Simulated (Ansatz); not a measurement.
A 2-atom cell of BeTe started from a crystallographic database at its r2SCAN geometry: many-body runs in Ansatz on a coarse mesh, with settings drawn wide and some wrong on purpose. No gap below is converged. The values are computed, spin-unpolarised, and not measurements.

The first input:
```yaml
crystal:
  lattice:
    - [0.0, 2.8286228801, 2.8286228801]
    - [2.8286228801, 0.0, 2.8286228801]
    - [2.8286228801, 2.8286228801, 0.0]
  atoms:
    - { symbol: Be, position: [0.0, 0.0, 0.0] }
    - { symbol: Te, position: [0.25, 0.25, 0.25] }
kpoints:
  mp_grid: { grid: [4, 4, 4] }
hamiltonian:
  xc: pbe
scf:
  occupations: { method: fixed }
gw:
  n_empty_bands: 30
  ecut_chi: 40
  qp_bands: [v1, c1]
  qp_kpoints: band_edges
  screening: { model: contour_deformation }
```

**Question.** How does it end?

**Answer.** It runs. The PBE gap over the mesh, 2.01 eV, becomes 2.42 eV, with 39 bands summed and 27 plane waves in the screening.
```
--- G₀W₀: contour deformation, 6 samples at zero and on the imaginary axis and 2 off it, 64 q-points, 30 empty bands' worth ---
    ik  band        ε_KS         Σx   Σc(E_QP)       V_xc       Z   E_QP_lin       E_QP  E_QP is
     0     9      7.2519   -16.2559     1.8447   -14.3604  0.7974     7.2012     7.2012  root
     0    10     10.8784    -6.1300    -3.8408   -10.6904  0.7860    11.6044    11.5979  root
     1     9      6.5928   -15.7982     1.9441   -13.7290  0.7913     6.4675     6.4677  root
     1    10     10.5401    -7.1228    -3.8444   -11.6797  0.7897    11.2587    11.2527  root
     2     9      6.1422   -15.7678     2.1061   -13.4820  0.7866     5.9622     5.9626  root
     2    10     10.2962    -7.4105    -3.7748   -11.8728  0.7910    10.9891    10.9837  root
     3     9      5.6069   -15.3512     2.1732   -12.9293  0.7818     5.3575     5.3583  root
     3    10      9.8793    -5.9552    -3.6132   -10.0898  0.7947    10.4035    10.4006  root
     6     9      4.6580   -15.3832     2.5352   -12.4969  0.7695     4.3052     4.3069  root
     6    10      9.2627    -5.3957    -3.5514    -9.3092  0.8040     9.6261     9.6248  root
```
The points are ik 0 = (0, 0, 0) (Γ), ik 1 = (0, 0, 1/4), ik 2 = (0, 0, -1/2), ik 3 = (0, 1/4, 1/4), ik 6 = (0, -1/2, -1/2); band 9 is the last filled one.

**Question.** And with these blocks in place of the first input's?
```yaml
hamiltonian:
  xc: lda
gw:
  n_empty_bands: 60
  ecut_chi: 80
  qp_bands: [v1, c1]
  qp_kpoints: band_edges
  screening: { model: contour_deformation }
```

**Answer.** It runs. The LDA gap over the mesh, 1.90 eV, becomes 2.58 eV, with 69 bands summed and 65 plane waves in the screening.
```
--- G₀W₀: contour deformation, 6 samples at zero and on the imaginary axis and 2 off it, 64 q-points, 60 empty bands' worth ---
    ik  band        ε_KS         Σx   Σc(E_QP)       V_xc       Z   E_QP_lin       E_QP  E_QP is
     0     9      6.9890   -16.3140     1.4013   -14.6965  0.7910     6.7724     6.7728  root
     0    10     10.5731    -8.2722    -4.4368   -13.5741  0.7867    11.4481    11.4382  root
     1     9      6.3328   -15.8417     1.5280   -14.0458  0.7856     6.0642     6.0649  root
     1    10     10.2254    -7.0972    -4.1589   -11.9217  0.7862    10.8962    10.8910  root
     2     9      5.8842   -15.8055     1.7014   -13.7909  0.7812     5.5700     5.5710  root
     2    10      9.9952    -7.3916    -4.0860   -12.1059  0.7874    10.6280    10.6235  root
     3     9      5.3462   -15.3793     1.7983   -13.2276  0.7770     4.9913     4.9928  root
     3    10      9.5720    -5.9146    -3.8856   -10.3252  0.7915    10.0999    10.0970  root
     6     9      4.3977   -15.4027     2.1837   -12.7852  0.7652     3.9611     3.9638  root
     6    10      8.8891    -5.3828    -3.7756    -9.6184  0.8022     9.3511     9.3490  root
```
The points are ik 0 = (0, 0, 0) (Γ), ik 1 = (0, 0, 1/4), ik 2 = (0, 0, -1/2), ik 3 = (0, 1/4, 1/4), ik 6 = (0, -1/2, -1/2); band 9 is the last filled one.

**Question.** And with these blocks in place of the first input's?
```yaml
gw:
  n_empty_bands: 120
  ecut_chi: 150
  qp_bands: [v1, c1]
  qp_kpoints: band_edges
  screening: { model: contour_deformation }
```

**Answer.** It runs. The PBE gap over the mesh, 2.01 eV, becomes 2.79 eV, with 129 bands summed and 169 plane waves in the screening.
```
--- G₀W₀: contour deformation, 6 samples at zero and on the imaginary axis and 2 off it, 64 q-points, 120 empty bands' worth ---
    ik  band        ε_KS         Σx   Σc(E_QP)       V_xc       Z   E_QP_lin       E_QP  E_QP is
     0     9      7.2519   -16.2559     1.1900   -14.3604  0.7899     6.5420     6.5465  root
     0    10     10.8784    -6.1300    -4.2331   -10.6904  0.7816    11.2069    11.2057  root
     1     9      6.5928   -15.7982     1.3432   -13.7290  0.7847     5.8614     5.8667  root
     1    10     10.5401    -7.1228    -4.2707   -11.6797  0.7858    10.8273    10.8264  root
     2     9      6.1422   -15.7678     1.5284   -13.4820  0.7804     5.3785     5.3848  root
     2    10     10.2962    -7.4105    -4.2032   -11.8728  0.7872    10.5560    10.5553  root
     3     9      5.6069   -15.3512     1.6458   -12.9293  0.7764     4.8236     4.8309  root
     3    10      9.8793    -5.9552    -3.9524   -10.0898  0.7914    10.0618    10.0615  root
     6     9      4.6580   -15.3832     2.0533   -12.4969  0.7648     3.8146     3.8250  root
     6    10      9.2627    -5.3957    -3.8387    -9.3092  0.8019     9.3375     9.3374  root
```
The points are ik 0 = (0, 0, 0) (Γ), ik 1 = (0, 0, 1/4), ik 2 = (0, 0, -1/2), ik 3 = (0, 1/4, 1/4), ik 6 = (0, -1/2, -1/2); band 9 is the last filled one.

**Question.** And with these blocks in place of the first input's?
```yaml
gw:
  n_empty_bands: 30
  ecut_chi: 10
  qp_bands: [v1, c1]
  qp_kpoints: band_edges
  screening: { model: contour_deformation }
```

**Answer.** It runs. The PBE gap over the mesh, 2.01 eV, becomes 2.48 eV, with 39 bands summed and 1 plane wave in the screening. The screening cutoff is far too low.
```
--- G₀W₀: contour deformation, 6 samples at zero and on the imaginary axis and 2 off it, 64 q-points, 30 empty bands' worth ---
    ik  band        ε_KS         Σx   Σc(E_QP)       V_xc       Z   E_QP_lin       E_QP  E_QP is
     0     9      7.2519   -16.2559     2.0873   -14.3604  0.8267     7.4435     7.4439  root
     0    10     10.8784    -6.1300    -3.3933   -10.6904  0.8166    12.0613    12.0454  root
     1     9      6.5928   -15.7982     2.2003   -13.7290  0.8211     6.7237     6.7239  root
     1    10     10.5401    -7.1228    -3.4372   -11.6797  0.8190    11.6741    11.6598  root
     2     9      6.1422   -15.7678     2.3672   -13.4820  0.8167     6.2236     6.2237  root
     2    10     10.2962    -7.4105    -3.3844   -11.8728  0.8203    11.3868    11.3741  root
     3     9      5.6069   -15.3512     2.4369   -12.9293  0.8114     5.6219     5.6219  root
     3    10      9.8793    -5.9552    -3.2497   -10.0898  0.8210    10.7720    10.7641  root
     6     9      4.6580   -15.3832     2.7989   -12.4969  0.7991     4.5705     4.5706  root
     6    10      9.2627    -5.3957    -3.2483    -9.3092  0.8241     9.9320     9.9278  root
```
The points are ik 0 = (0, 0, 0) (Γ), ik 1 = (0, 0, 1/4), ik 2 = (0, 0, -1/2), ik 3 = (0, 1/4, 1/4), ik 6 = (0, -1/2, -1/2); band 9 is the last filled one.

Spin-orbit coupling is left out, which matters wherever the heavy atoms make up the band edges.
